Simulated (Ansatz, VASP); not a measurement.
## One calculation of CdS (Hawleyite), two programs

```
Cd S
1.0
     0.00000    2.91650    2.91650
     2.91650    0.00000    2.91650
     2.91650    2.91650    0.00000
Cd S
1 1
Direct
  0.98965 0.02240 0.99660
  0.74871 0.74711 0.74974
```

Change from the starting cell: atoms moved at random, drawn with an rms of 0.05 Å.

Alike in both runs: task single point; functional PBE; k mesh 8 × 8 × 8; occupations fermi-dirac, width 0.05 eV; no spin polarisation.

|  | VASP | Ansatz |
| --- | --- | --- |
| version | VASP 6.6.1 | Ansatz 0.2.0 |
| potentials or method | VASP PAW PBE potentials, release 64 (Cd, S) | Ansatz PAW |
| plane-wave cutoff (eV) | 520 | 420 |
| valence electrons in the cell | 18 | 26 |

|  | VASP | Ansatz | Ansatz less VASP |
| --- | --- | --- | --- |
| gap on the k mesh at the Fermi level (eV) | 1.14 | 1.14 | -0.005 |
| least direct gap on the mesh (eV) | 1.14 | 1.14 | -0.005 |
| pressure (GPa) | 3.4 | 3.1 | -0.37 |
| largest component of the traceless stress (GPa) | 1.64 | 1.58 | -0.059 |
| rms of the force components (eV/Å) | 0.315 | 0.307 | -0.0083 |

Atom by atom the forces differ by 0.008 eV/Å (rms over components). The functional is the same, so the differences come from potentials, cutoffs and numerics. The two sets of potentials don't hold the same shells in valence.
